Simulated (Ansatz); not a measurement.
The system is PtSe2 (Sudovikovite).

```
CELL_PARAMETERS angstrom
3.72400 0.00000 0.00000
-1.86200 3.22508 0.00000
0.00000 0.00000 5.06200
ATOMIC_POSITIONS crystal
Pt 0.00000 0.00000 0.00000
Se 0.66667 0.33333 0.75000
Se 0.33333 0.66667 0.25000
```

Program: Ansatz 0.2.0. Alike in all runs: no spin polarisation; cell as given; smearing fermi-dirac 0.05 eV. Hardware: 2 threads of Intel(R) Xeon(R) CPU @ 2.60GHz (Ice Lake), on a shared host.

Q: Order these runs on this cell by their wall time, lowest first.
A. task single point; level PBE; potentials or basis Ansatz PAW; k mesh 5 × 5 × 3; cutoff (eV) 420; mesh quality coarse
B. task band structure; level PBE; potentials or basis Ansatz PAW earlier set; k mesh 8 × 8 × 5; cutoff (eV) 900; points for each segment of the path 14; mesh quality not flagged
C. task band structure; level PBEsol; potentials or basis Ansatz PAW; k mesh 8 × 8 × 5; cutoff (eV) 420; points for each segment of the path 14; mesh quality not flagged

A: A (0.9 s), C (3.7 s), B (12 s).

Caveats: some runs use coarse meshes.
